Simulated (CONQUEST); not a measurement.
# HgSe (F-43m) in CONQUEST: notebook

The runs below take HgSe through equation of state, with PBE.

Everything below comes from runs of CONQUEST 1.3. Logs are shortened: lines on timing, memory, paths and dates and some standing lists are left out, and cuts for length are marked.

## (1) Starting point

The structure is cubic, space group F-43m (No. 216). The conventional cell has a = 6.078 Å, b = 6.078 Å, c = 6.078 Å, α = 90.00°, β = 90.00°, γ = 90.00°. Hg (site symmetry -43m) is surrounded by 4 Se at 2.63 Å. Se (site symmetry -43m) is surrounded by 4 Hg at 2.63 Å.

## (2) Equation of state, PBE, 26.38 Å³/atom (volume scaled by 0.94)

File Conquest_input:

```
IO.Title HgSe
IO.Coordinates coords.dat
IO.FractionalAtomicCoords T
IO.Iprint 2
IO.Iprint_init 1
General.NumberOfSpecies 2
General.PseudopotentialType hamann
AtomMove.TypeOfRun static
AtomMove.FullStress T
Grid.PointsAlongX 48
Grid.PointsAlongY 48
Grid.PointsAlongZ 60
DM.SolutionMethod diagon
Diag.MPMesh T
Diag.GammaCentred T
Diag.MPMeshX 6
Diag.MPMeshY 6
Diag.MPMeshZ 5
Diag.kT 0.00183747
minE.SCTolerance 1e-6
SC.MaxIters 100
IO.AtomChargeOutput T
%block ChemicalSpeciesLabel
1 200.590 Hg
2 78.960 Se
%endblock
```

File coords.dat:

```
    7.9558609272     0.0000000000     0.0000000000
    0.0000000000     7.9558609272     0.0000000000
    0.0000000000     0.0000000000    11.2512864238
4
  0.0000000000   0.0000000000   0.0000000000 1 T T T
  0.5000000000   0.5000000000   0.5000000000 1 T T T
  0.0000000000   0.5000000000   0.2500000000 2 T T T
  0.5000000000   0.0000000000   0.7500000000 2 T T T
```

Potentials or basis: PseudoDojo NC PBE, DZ, grid of 48 × 48 × 60 points.

Started as:

```sh
$ Conquest
```

The program printed:

```text
Simulation cell dimensions:     7.9559 a0 x     7.9559 a0 x    11.2513 a0

      Atomic coordinates (a0)
         Atom         X         Y         Z  Species
            1    0.0000    0.0000    0.0000        1
            2    3.9779    3.9779    5.6256        1
            3    0.0000    3.9779    2.8128        2
            4    3.9779    0.0000    8.4385        2

         Monkhorst-Pack mesh:   6 x   6 x   5 gamma-centred
        This calculation includes non-local pseudopotentials,
         with a maximum core radius of      6.61936088

    Job title: HgSe
    Job to be run: static calculation

[... 5 lines left out ...]
      Using Fermi-Dirac smearing

    Integration grid size:     48 x   48 x   60

    Integration grid spacing:  0.166 a0 x 0.166 a0 x 0.188 a0

    Number of species:  2
    --------------------------------------------------------
    |   #  mass (au)  Charge (e)  SF Rad (a0)  NSF  Label  |
    --------------------------------------------------------
    |   1    200.590      20.000        6.938   16  Hg     |
    |   2     78.960      16.000        6.563   13  Se     |
    --------------------------------------------------------
          SCF tolerance:                 0.00000100
          SCF iterations:               100

    The functional used will be GGA PBE96

           radial cut-off to be used is taken to be max PAO cut-off radius for this species:    6.619361

           greatest ang. mom. for making density from PAOs:  2

           radial cut-off to be used is taken to be max PAO cut-off radius for this species:    6.366323

           greatest ang. mom. for making density from PAOs:  2
    Minimum blocs/proc is     2160. Maximum blocs/proc is     2160
    set_atom_dens: In set_atomic_density, electrons :      72.000000000000
 matrix_size & matrix_size_padH =           58          58

    Screened ion int: energy:    -448.666642050055 Ha

    new_SC_potl: Starting.  Tolerance:  0.10000E-05

    PulayMixSC: Starting Pulay mixing, A_up =  0.500 A_dn =  0.500
    PulayMixSC: Spin non-polarised calculation.
          Harris-Foulkes Energy            :      -575.604984632695619 Ha
          GroundState Energy (E-(1/2)TS)   :      -575.605012515034787 Ha
          Free Energy (E-TS)               :      -575.605040397373955 Ha
          DFT Total Energy                 :      -575.526592646355311 Ha
          Total number of electrons        :        72.000000000001236
    PulayMixSC: Pulay iteration     1 residual:              0.13392E-02
          Harris-Foulkes Energy            :      -575.568347841949048 Ha
          GroundState Energy (E-(1/2)TS)   :      -575.568375902607386 Ha
          Free Energy (E-TS)               :      -575.568403963265837 Ha
          DFT Total Energy                 :      -575.566867216362880 Ha
          Total number of electrons        :        72.000024290008867
    PulayMixSC: Pulay iteration     2 residual:              0.51736E-03
          Harris-Foulkes Energy            :      -575.567448306290544 Ha
          GroundState Energy (E-(1/2)TS)   :      -575.567476351131290 Ha
          Free Energy (E-TS)               :      -575.567504395972037 Ha
          DFT Total Energy                 :      -575.567188952189326 Ha
          Total number of electrons        :        72.000036650901009
    PulayMixSC: Pulay iteration     3 residual:              0.24755E-03
          Harris-Foulkes Energy            :      -575.567201150376718 Ha
          GroundState Energy (E-(1/2)TS)   :      -575.567229201984219 Ha
          Free Energy (E-TS)               :      -575.567257253591833 Ha
          DFT Total Energy                 :      -575.567200943220314 Ha
          Total number of electrons        :        72.000049811151371
    PulayMixSC: Pulay iteration     4 residual:              0.51038E-05
          Harris-Foulkes Energy            :      -575.567201146869593 Ha
          GroundState Energy (E-(1/2)TS)   :      -575.567229198052473 Ha
          Free Energy (E-TS)               :      -575.567257249235467 Ha
          DFT Total Energy                 :      -575.567201069583348 Ha
          Total number of electrons        :        72.000049286535386
    PulayMixSC: Pulay iteration     5 residual:              0.16218E-05
          Harris-Foulkes Energy            :      -575.567201105797949 Ha
          GroundState Energy (E-(1/2)TS)   :      -575.567229156634767 Ha
          Free Energy (E-TS)               :      -575.567257207471471 Ha
          DFT Total Energy                 :      -575.567201105382765 Ha
          Total number of electrons        :        72.000049473541992
    PulayMixSC: Pulay iteration     6 residual:              0.11840E-06
    PulayMixSC: Reached SCF tolerance of  0.11840E-06 after      6 iterations
      | Number of electrons      =        72.000049
      |* band energy as 2Tr[K.H] =       -99.175826903329437 Ha
      |  screened ion-ion energy =      -448.666642050055486 Ha
      |  Ha correction           =         1.329650182506636 Ha
      |  XC correction           =       -29.054386149242614 Ha
      | GS Energy as E-(1/2)TS   =      -575.567229156634767 Ha
      | Free Energy as E-TS      =      -575.567257207471471 Ha
      |* Harris-Foulkes energy   =      -575.567201105797949 Ha
      |* DFT total energy        =      -575.567201105382765 Ha
      |  estimated accuracy      =        -0.000000000415184 Ha

    force: Forces on atoms (Ha/a0)
    force:  Atom   X              Y              Z
    force:     1  -0.0000000000  -0.0000000000  -0.0000000000
    force:     2  -0.0000000000  -0.0000000000  -0.0000000000
    force:     3  -0.0000000000  -0.0000000000  -0.0000000000
    force:     4  -0.0000000000  -0.0000000000   0.0000000000

    force: Maximum force :        0.00000000(Ha/a0) on atom         1 in z direction
    force: Force Residual:        0.00000000 Ha/a0
    force: Total stress:        -12.92590623     0.00000000     0.00000000 GPa
                             0.00000000   -12.92590623     0.00000000
                             0.00000000     0.00000000   -12.90314348
    force: Average pressure:     12.91831865 GPa

    force: Finished force
    get_E_and_F: Change in energy during last step of electronic optimisation:  0.41072E-07

    BIBLIOGRAPHY: Please consider citing the following references in the conquest.bib file

    CONQUEST:         Bowler2002pt, Miyazaki2004, Nakata2020
    Basis:            Bowler2019
    DM:               Bowler:2006xr
    Pseudopotentials: Hamann2013, Bowler2019
    XC functional:    Perdew1996
```

Wall time 18 s (1 thread of AMD EPYC 9R45 (Zen 5), shared host); peak memory 0.59 GiB.

Results:

```
Free energy            : -15661.9829 eV
Pressure               : 12.9 GPa
Band gap on the k mesh : none (metal or under the smearing width)
Mulliken charges       : Hg +0.97; Se -0.97 e
```

Caveat: the atomic basis is small; Mulliken charges move with the basis; the basis of atomic orbitals isn't converged, which shifts pressures, moduli and gaps.

## (3) Equation of state, PBE, 26.94 Å³/atom (volume scaled by 0.96)

Conquest_input is that of step 2.

File coords.dat:

```
    8.0118899628     0.0000000000     0.0000000000
    0.0000000000     8.0118899628     0.0000000000
    0.0000000000     0.0000000000    11.3305234458
4
  0.0000000000   0.0000000000   0.0000000000 1 T T T
  0.5000000000   0.5000000000   0.5000000000 1 T T T
  0.0000000000   0.5000000000   0.2500000000 2 T T T
  0.5000000000   0.0000000000   0.7500000000 2 T T T
```

Potentials or basis: PseudoDojo NC PBE, DZ, grid of 48 × 48 × 60 points.

Started as:

```sh
$ Conquest
```

Wall time 18 s (1 thread of AMD EPYC 9R45 (Zen 5), shared host); peak memory 0.59 GiB.

The run converged. Its results:

| Property | Result |
| --- | --- |
| Free energy | -15662.1501 eV |
| Pressure | 11.0 GPa |
| Band gap on the k mesh | none (metal or under the smearing width) |
| Mulliken charges | Hg +0.95; Se -0.95 e |

Caveat: the atomic basis is small; Mulliken charges move with the basis; the basis of atomic orbitals isn't converged, which shifts pressures, moduli and gaps.

## (4) Equation of state, PBE, 27.51 Å³/atom (volume scaled by 0.98)

Conquest_input is that of step 3.

File coords.dat:

```
    8.0671461224     0.0000000000     0.0000000000
    0.0000000000     8.0671461224     0.0000000000
    0.0000000000     0.0000000000    11.4086674562
4
  0.0000000000   0.0000000000   0.0000000000 1 T T T
  0.5000000000   0.5000000000   0.5000000000 1 T T T
  0.0000000000   0.5000000000   0.2500000000 2 T T T
  0.5000000000   0.0000000000   0.7500000000 2 T T T
```

Started as:

```sh
$ Conquest
```

Run time: 16 s. Hardware: 1 thread of AMD EPYC 9R45 (Zen 5), shared host; peak memory 0.56 GiB.

Results (log left out):

```yaml
Free_energy: -15662.2921 eV
Pressure: 9.3 GPa
Band_gap_on_the_k_mesh: none (metal or under the smearing width)
Mulliken_charges: Hg +0.94; Se -0.94 e
```

Caveat: the atomic basis is small; Mulliken charges move with the basis; the basis of atomic orbitals isn't converged, which shifts pressures, moduli and gaps.

## (5) Equation of state, PBE, 28.07 Å³/atom

Conquest_input is that of step 4.

File coords.dat:

```
    8.1216555200     0.0000000000     0.0000000000
    0.0000000000     8.1216555200     0.0000000000
    0.0000000000     0.0000000000    11.4857553855
4
  0.0000000000   0.0000000000   0.0000000000 1 T T T
  0.5000000000   0.5000000000   0.5000000000 1 T T T
  0.0000000000   0.5000000000   0.2500000000 2 T T T
  0.5000000000   0.0000000000   0.7500000000 2 T T T
```

Started as:

```sh
$ Conquest
```

It took 16 s on 1 thread of AMD EPYC 9R45 (Zen 5), shared host; peak memory 0.56 GiB.

The run converged. Its results:

```
Free energy            : -15662.4123 eV
Pressure               : 7.8 GPa
Band gap on the k mesh : none (metal or under the smearing width)
Mulliken charges       : Hg +0.92; Se -0.92 e
```

Caveat: the atomic basis is small; Mulliken charges move with the basis; the basis of atomic orbitals isn't converged, which shifts pressures, moduli and gaps.

## (6) Equation of state, PBE, 28.63 Å³/atom (volume scaled by 1.02)

Conquest_input is that of step 5.

File coords.dat:

```
    8.1754428856     0.0000000000     0.0000000000
    0.0000000000     8.1754428856     0.0000000000
    0.0000000000     0.0000000000    11.5618222075
4
  0.0000000000   0.0000000000   0.0000000000 1 T T T
  0.5000000000   0.5000000000   0.5000000000 1 T T T
  0.0000000000   0.5000000000   0.2500000000 2 T T T
  0.5000000000   0.0000000000   0.7500000000 2 T T T
```

Potentials or basis: PseudoDojo NC PBE, DZ, grid of 48 × 48 × 60 points.

Started as:

```sh
$ Conquest
```

Run time: 16 s. Hardware: 1 thread of AMD EPYC 9R45 (Zen 5), shared host; peak memory 0.56 GiB.

It converged, with:

```yaml
Free_energy: -15662.5113 eV
Pressure: 6.4 GPa
Band_gap_on_the_k_mesh: none (metal or under the smearing width)
Mulliken_charges: Hg +0.91; Se -0.91 e
```

Caveat: the atomic basis is small; Mulliken charges move with the basis; the basis of atomic orbitals isn't converged, which shifts pressures, moduli and gaps.

## (7) Equation of state, PBE, 29.19 Å³/atom (volume scaled by 1.04)

Conquest_input is that of step 6.

File coords.dat:

```
    8.2285316648     0.0000000000     0.0000000000
    0.0000000000     8.2285316648     0.0000000000
    0.0000000000     0.0000000000    11.6369010787
4
  0.0000000000   0.0000000000   0.0000000000 1 T T T
  0.5000000000   0.5000000000   0.5000000000 1 T T T
  0.0000000000   0.5000000000   0.2500000000 2 T T T
  0.5000000000   0.0000000000   0.7500000000 2 T T T
```

Started as:

```sh
$ Conquest
```

Run time: 16 s. Hardware: 1 thread of AMD EPYC 9R45 (Zen 5), shared host; peak memory 0.55 GiB.

It converged, with:

| Property | Result |
| --- | --- |
| Free energy | -15662.5928 eV |
| Pressure | 5.2 GPa |
| Band gap on the k mesh | none (metal or under the smearing width) |
| Mulliken charges | Hg +0.90; Se -0.90 e |

Caveat: the atomic basis is small; Mulliken charges move with the basis; the basis of atomic orbitals isn't converged, which shifts pressures, moduli and gaps.

## (8) Equation of state, PBE, 29.75 Å³/atom (volume scaled by 1.06)

Conquest_input is that of step 7.

File coords.dat:

```
    8.2809441076     0.0000000000     0.0000000000
    0.0000000000     8.2809441076     0.0000000000
    0.0000000000     0.0000000000    11.7110234663
4
  0.0000000000   0.0000000000   0.0000000000 1 T T T
  0.5000000000   0.5000000000   0.5000000000 1 T T T
  0.0000000000   0.5000000000   0.2500000000 2 T T T
  0.5000000000   0.0000000000   0.7500000000 2 T T T
```

Started as:

```sh
$ Conquest
```

Wall time 15 s (1 thread of AMD EPYC 9R45 (Zen 5), shared host); peak memory 0.53 GiB.

It converged, with:

```yaml
Free_energy: -15662.6580 eV
Pressure: 4.1 GPa
Band_gap_on_the_k_mesh: none (metal or under the smearing width)
Mulliken_charges: Hg +0.89; Se -0.89 e
```

Caveat: the atomic basis is small; Mulliken charges move with the basis; the basis of atomic orbitals isn't converged, which shifts pressures, moduli and gaps.

## (9) Equation of state, PBE

Potentials or basis: PseudoDojo NC PBE, DZ, grid of 48 × 48 × 60 points.

This step only gathers the single runs of the series.

What came out:

| Property | Result |
| --- | --- |
| Equilibrium volume | 32.57 Å³/atom (rough: see the caveat) |
| Bulk modulus | 36 GPa (rough) |

Energy against volume, from the lowest point:
| volume (Å³/atom) | energy (meV/atom) |
| --- | --- |
| 26.383 | 168.76 |
| 26.944 | 126.98 |
| 27.505 | 91.47 |
| 28.067 | 61.43 |
| 28.628 | 36.67 |
| 29.189 | 16.28 |
| 29.751 | 0.00 |

Caveat: the minimum lies outside the volumes run; the atomic basis is small; the basis of atomic orbitals isn't converged, which shifts pressures, moduli and gaps. Spin-orbit coupling is left out, which matters for the levels of Hg.

## (10) The reference run

An earlier run on the cell as given: functional PBE; potentials or basis PseudoDojo NC PBE, DZP, grid cutoff 120 Ha; k mesh 6 × 6 × 5; occupations fermi-dirac, width 0.05 eV; no spin polarisation.

- Pressure: 5.9 GPa
- Band gap on the k mesh: none (metal or under the smearing width)
- Mulliken charges: Hg +0.51; Se -0.51 e
